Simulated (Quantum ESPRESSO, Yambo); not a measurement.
# GaN (P6_3mc): G0W0 on several meshes in Yambo, part 2 of 2

How does the mesh move the gap of GaN (P6_3mc)?

Quantum ESPRESSO 7.5 and Yambo 5.3.0; PBE and many-body steps on it, plane waves. Known limits of the many-body steps: not at the basis limit; no spin-orbit coupling; coarse k mesh.

So far. Step 4 (6×6×4): The gap on the mesh goes from 2.00 eV to 2.86 eV, a correction of +0.86 eV. Step 5 (Empty states on the mesh, 3×3×2 mesh, 102 bands): On this mesh the gap is 2.001 eV.

The database entry behind the starting cell differs from later determinations by our own check (about 0.3 % short, ideal inner coordinate), so it need not match the best structure at ambient conditions.

**6. Conversion and set-up**

This step: Yambo 5.3.0; conversion and set-up on PBE, plane waves, norm-conserving pseudopotentials.

On the command line:

```
> (cd o/x.save; p2y > p2y.log; mv SAVE ../..); yambo > setup.log
```

The program printed:

```text
 Yambo, version 5.3.0

 [02] CORE Variables Setup
 =========================

  [02.01] Unit cells
  ==================

  Cell kind             :  HCP
  Atoms in the cell     :  Ga  N
  number of Ga atoms    :  2
  number of N  atoms    :  2

  List of atomic masses
  Mass of Ga    :  69.72300
  Mass of N     :  14.00700

  List of atomic coordinates    : [cc]
  Ga1       : -0.30047E-09   3.4695       0.0000      order 1
  Ga2       :  3.004665  1.734744  4.881163  order 2
  N1       : -0.30047E-09   3.4695       3.6609      order 3
[...]
IBZ Q-points                                      :   6
 BZ  Q-points                                      :  18

 K/Q-points units:
 rlu = crystal or reduced units; cc = cartesian coordinates; iku = interal k-units

 Q [1]          [rlu]:  0.000000  0.000000  0.000000
 Q [2]          [rlu]:  0.000000  0.000000 -0.500000
 Q [3]          [rlu]: -0.12609E-16  0.33333       0.0000
 Q [4]          [rlu]: -0.12609E-16  0.33333     -0.50000
 Q [5]          [rlu]:  0.333333  0.333333  0.000000
 Q [6]          [rlu]:  0.333333  0.333333 -0.500000

  [03.01] X indexes
  =================

   [03.01.01] Sigma indexes
   ========================

 [06] Game Over & Game summary
```

Wall time 2 s (1 MPI rank of Arm Neoverse V2, shared host); peak memory 0.24 GiB.

**7. 3×3×2**

This step: G0W0 on PBE, plane waves, norm-conserving pseudopotentials.

Contents of gw11.in:

```
HF_and_locXC
gw0
dyson
ppa
em1d
rim_cut
RandQpts= 1000000
RandGvec= 1 RL
EXXRLvcs= 104 Ry
VXCRLvcs= 416 Ry
Chimod= "HARTREE"
% BndsRnXp
 1 | 102 |
%
NGsBlkXp= 11.5 Ry
% LongDrXp
 1 | 1 | 1 |
%
% GbndRnge
 1 | 102 |
%
DysSolver= "n"
ExtendOut
PPAPntXp= 27.21138 eV
% QPkrange
 1 | 1 | 25 | 28 |
%
```

On the command line:

```
> OMP_NUM_THREADS=1 mpirun -n 4 yambo -F gw11.in -J gw11 -C gw11 > gw11.log
```

The program printed:

```text
 Yambo, version 5.3.0

 [02] CORE Variables Setup
 =========================

  [... cell, symmetries and grids as in the set-up ...]

  [02.05] Energies & Occupations
  ==============================

  [X] === General ===
  [X] Electronic Temperature                        :  0.000000  0.000000 [eV K]
  [X] Bosonic    Temperature                        :  0.000000  0.000000 [eV K]
  [X] Finite Temperature mode                       : no
  [X] El. density                                   :  0.11494E+25 [cm-3]
  [X] Fermi Level                                   :  11.85610 [eV]

  [X] === Gaps and Widths ===
  [X] Conduction Band Min                           :  2.000871 [eV]
  [X] Valence Band Max                              :  0.000000 [eV]
  [X] Filled Bands                                  :  26
  [X] Empty Bands                                   :   27  102
  [X] Direct Gap                                    :  2.000871 [eV]
  [X] Direct Gap localized at k                     :  1
  [X] Indirect Gap                                  :  2.000871 [eV]
  [X] Indirect Gap between kpts                     :  1  1
  [X] Last valence band width                       :  2.707425 [eV]
  [X] 1st conduction band width                     :  4.527718 [eV]

 [03] Transferred momenta grid and indexing
 ==========================================

 IBZ Q-points                                      :   6
 BZ  Q-points                                      :  18

 K/Q-points units:
 rlu = crystal or reduced units; cc = cartesian coordinates; iku = interal k-units

 Q [1]          [rlu]:  0.000000  0.000000  0.000000
 Q [2]          [rlu]:  0.000000  0.000000 -0.500000
 Q [3]          [rlu]: -0.12609E-16  0.33333       0.0000
 Q [4]          [rlu]: -0.12609E-16  0.33333     -0.50000
[...]
================================================

 [VXC] Plane waves :   43821
 [EXS] Plane waves :   5479

 QP @ state[ 1 ] K range:  1  1
 QP @ state[ 1 ] b range:  25  28

 [xc] Functional : Perdew, Burke & Ernzerhof(X)+Perdew, Burke & Ernzerhof(C)
 [xc] LIBXC used to calculate xc functional
  PP Number of Atomic Species                      :  2
  NLCC RL compoments                               :   43821
  PP Number of Atomic Species                      :  2
  NLCC RL compoments                               :   43821

 [xc] E_xc :  -48.27474 [Ha]
      E_xc :  -96.54949 [Ry]

  Local XC kind (lXC) : Perdew, Burke & Ernzerhof(X)+Perdew, Burke & Ernzerhof(C)
  Non-Local XC kind (nlXC) : Hartree-Fock

  Corrections @ K [1] :  [eV]
 <25|nlXC|25> = -22.72821 -0.13834E-16 <25|lXC|25> = -19.17697  0.000000
 <26|nlXC|26> = -22.72793 -0.12272E-17 <26|lXC|26> = -19.17697 -0.18882E-15
 <27|nlXC|27> = -9.638255 -0.62471E-17 <27|lXC|27> = -14.19675  0.18882E-15
 <28|nlXC|28> = -8.695892 -0.11625E-17 <28|lXC|28> = -13.97023  0.000000

 [08] Dyson equation: Newton solver
 ==================================

  [08.01] G0W0 (W PPA)
  ====================

  [  GW  ] Bands range     :    1  102
  [GW/PPA] G damping       :  0.100000 [eV]

  QP @ state[ 1 ] K range:  1  1
  QP @ state[ 1 ] b range:  25  28

   Sc/G bands                                       :    1  102
   Sc/G damping                                     :  0.100000 ev
   Sc bands terminator                              : no
   Sx RL components                                 :   5479

   QP @ state[ 1 ] K range                          :  1  1
   QP @ state[ 1 ] b range                          :  25  28
   GF energies kind                                 : Perdew, Burke & Ernzerhof(X)+Perdew, Burke & Ernzerhof(C)
   GF WF`s kind                                     : Perdew, Burke & Ernzerhof(X)+Perdew, Burke & Ernzerhof(C)
   Xs energies kind                                 : Perdew, Burke & Ernzerhof(X)+Perdew, Burke & Ernzerhof(C)
   Xs WF`s kind                                     : Perdew, Burke & Ernzerhof(X)+Perdew, Burke & Ernzerhof(C)

 [11] Game Over & Game summary
```

The job ended after 23 s (4 MPI ranks; peak memory 1.7 GiB).

Numbers from this step:

* G0W0 gap on the points computed: 2.768 eV
* starting gap on the mesh: 2.001 eV
* k of the valence top: 0, 0, 0
* k of the conduction bottom: 0, 0, 0
* least direct G0W0 gap on the computed points: 2.768 eV
* Z at the valence top: 0.7900
* Z at the conduction bottom: 0.8143

Against G0W0 in Yambo (6×6×4 mesh, 102 bands, screening to 156.5 eV, Godby-Needs plasmon pole), the gap moves by −0.089 eV.

**8. The runs together**

Times are wall times on 4 MPI ranks of Arm Neoverse V2, shared host, good to a factor of about two.

```csv
run,mesh,bands,screening cutoff (eV),DFT gap (eV),gap on the mesh (eV),direct (eV),time
6×6×4,6×6×4,102,156.5,2.001,2.857,2.857,10 min
3×3×2,3×3×2,102,156.5,2.001,2.768,2.768,23 s
```

**9. Outcome**

* 6×6×4: 2.857 eV
* 3×3×2: 2.768 eV
* known limits: not at the basis limit; no spin-orbit coupling; coarse k mesh

What this shows: 3×3×2: −0.089 eV against 6×6×4. Bands and cutoff are finite, so the gap is not at the basis limit. The miss can reach some tenths of an eV and take either sign; the mesh is an error of its own. In the G0W0 runs levels were corrected at 1 k point alone, so a gap called «on the mesh» is the least over those, and an edge elsewhere would be missed. The many-body steps are scalar-relativistic: spin-orbit coupling is not in them.

[Paths, hosts, dates, memory and timing lines, banners, echoed tables and standing remarks are left out of the program output.]

[Logs are printed without paths, hosts, clocks, repeated set-up lines and the standing remarks that a program may print on its own settings, such as how far it seeks lower states.]

[Runs of the session that timed out or met a known fault of the program may be left out.]

[Hosts, paths, dates, database ids (printed as entryN), source tags and the programs' standing remarks are cut or masked in the printed files.]
